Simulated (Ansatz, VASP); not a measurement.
**C in VASP and in Ansatz**

```xyz
19
Lattice="7.3980 0.0000 0.0000 -3.6990 6.4069 0.0000 0.0000 0.0000 12.0000" Properties=species:S:1:pos:R:3 pbc="T T T"
C    -0.0232    0.0024    0.9202
C     1.1968    0.7063    0.9288
C    -1.2591    2.1343    0.9016
C    -0.0322    2.8159    1.0031
C    -2.4937    4.2735    0.9108
C    -1.2885    4.9946    1.0136
C     2.4332   -0.0052    0.9793
C     3.6777    0.7150    0.9743
C     1.1975    2.1325    0.9749
C     2.4425    2.8529    0.9788
C    -0.0748    4.2404    1.3156
C     1.2531    5.0139    1.3142
C     4.9076    0.0319    1.0047
C     6.1351    0.7135    0.9021
C     3.6789    2.1412    0.9283
C     4.8991    2.8451    0.9202
C     2.4656    4.2597    1.0088
C     3.6708    4.9810    0.9093
C     0.5927    4.6246    2.6312
```

Alike in both runs: functional PBE; dispersion D3(BJ); k mesh 2 × 2 × 1; occupations fermi-dirac, width 0.02 eV; collinear spin.

Ansatz relaxed the structure, and its values are those at the end. VASP's run is a single point on that final structure, the one shown.

|  | VASP | Ansatz |
| --- | --- | --- |
| version | VASP 6.6.1 | Ansatz 0.2.0 |
| potentials or method | VASP PAW PBE potentials, release 64 (C) | scalar-relativistic, plane waves, PAW |
| plane-wave cutoff (eV) | 520 | 420 |
| valence electrons in the cell | 76 | 76 |

```csv
,VASP,Ansatz,Ansatz less VASP
rms of the force components (eV/Å),0.022,0.023,+0.0010
net moment per atom (μB),0.03,0.03,0.000
size of the moment on the site where the two differ most (μB),0.17,0.13,-0.039
dispersion energy (meV/atom),-90.0,-90.0,-0.01
```

Site moments also hang on the region over which each program counts them. With one functional, cell and mesh, what is left measures potentials, basis and numerics.

Caveats: the k mesh is coarse (spacing up to 0.49 Å⁻¹), so the values aren't converged.
